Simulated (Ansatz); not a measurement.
# HfSi2: the cost of one run

Program: Ansatz 0.2.0. Level of theory: DFT PBE, scalar-relativistic, plane waves, PAW. These are calculated values, not measurements.

**1. The system as given**

The structure is orthorhombic, space group Cmcm (No. 63). Conventional cell: a = 3.688 Å, b = 14.555 Å, c = 3.629 Å, α = 90.00°, β = 90.00°, γ = 90.00°. Hf (site symmetry m2m) is surrounded by 10 Si at 2.66 to 3.03 Å. Si (site symmetry m2m) has 2 Si at 2.54 Å and 6 Hf at 2.66 to 3.03 Å as nearest neighbours. Si (site symmetry m2m) is surrounded by 4 Si at 2.59 Å and 4 Hf at 2.79 to 2.81 Å.

As a file:

```
CELL_PARAMETERS angstrom
1.84408 -7.27743 0.00000
1.84408 7.27743 0.00000
0.00000 0.00000 3.62883
ATOMIC_POSITIONS crystal
Hf 0.60400 0.39600 0.25000
Hf 0.39600 0.60400 0.75000
Si 0.93900 0.06100 0.25000
Si 0.06100 0.93900 0.75000
Si 0.25000 0.75000 0.25000
Si 0.75000 0.25000 0.75000
```

(A quick probe on a coarse mesh, which set the mesh and smearing, is not shown.)

**3. A loose first relaxation**

The input, input.yaml:

```yaml
crystal:
  lattice:
    - [1.8440760925, -7.2774262955, 0.0]
    - [1.8440760925, 7.2774262955, 0.0]
    - [0.0, 0.0, 3.6288253403]
  atoms:
    - { symbol: Hf, position: [0.604, 0.396, 0.25] }
    - { symbol: Hf, position: [0.396, 0.604, 0.75] }
    - { symbol: Si, position: [0.939, 0.061, 0.25] }
    - { symbol: Si, position: [0.061, 0.939, 0.75] }
    - { symbol: Si, position: [0.25, 0.75, 0.25] }
    - { symbol: Si, position: [0.75, 0.25, 0.75] }
basis:
  ecutwfc: 420
kpoints:
  mp_grid: { grid: [6, 6, 6] }
hamiltonian:
  xc: pbe
scf:
  occupations: { method: gaussian, width: 0.1 }
output:
  forces: true
  stress: true
  eigenvalues: true
relax:
  adjacent_minimum: "off"
  f_tol: 0.05
  max_steps: 80
  cell: { stress_tol: 0.5 }
```

Run with:

```console
ansatz run input.yaml --threads 2 --pin off --max-ram 5632MiB --backend cpu --events-out ev --progress --plain --runs-dir out
```

**Question.** How long does this run take on 2 threads of Arm Neoverse V2, shared host, and how much memory does it need?

About 32 s, with a peak of 0.48 GiB.
